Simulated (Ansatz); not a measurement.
Input of an Ansatz 0.2.0 run:

File input.yaml:

```yaml
crystal:
  lattice:
    - [2.4873648738, 0.0, 0.0]
    - [-1.2436824369, 2.1541211692, 0.0]
    - [0.0, 0.0, 4.0632895034]
  atoms:
    - { symbol: Co, position: [0.3333333333, 0.6666666667, 0.740139], spin: 2.0 }
    - { symbol: Co, position: [0.6666666667, 0.3333333333, 0.259861], spin: 2.0 }
kpoints:
  mp_grid: { grid: [12, 12, 7] }
scf:
  occupations: { method: fermi_dirac, width: 0.05 }
hamiltonian:
  xc: pbesol
  pseudopotentials: { kind: all_electron, lapw: { basis_error: 0.001 } }
magnetization:
  spin_polarized: true
output:
  forces: true
  stress: true
relax:
  f_tol: 0.02
  max_steps: 60
  cell: {}
```

Potentials or basis: all-electron LAPW, scalar-relativistic.

Run with:

```console
$ ansatz run input.yaml --threads 2 --pin off --max-ram 6144MiB --backend cpu --events-out ev --progress --plain --runs-dir out
```

Predict the space group after relaxing (to 0.05 Å).

P6_3/mmc (No. 194).

What does it give for the site moments?

Co +1.63 μB.

What does it give for the relaxed cell?

a = 2.457 Å, b = 2.457 Å, c = 3.964 Å, α = 90.00°, β = 90.00°, γ = 120.00°.

Final structure:
```
Co
1.0
     2.45711    0.00000    0.00000
    -1.22856    2.12792    0.00000
     0.00000    0.00000    3.96394
Co
2
Direct
  0.33333 0.66667 0.75000
  0.66667 0.33333 0.25000
```
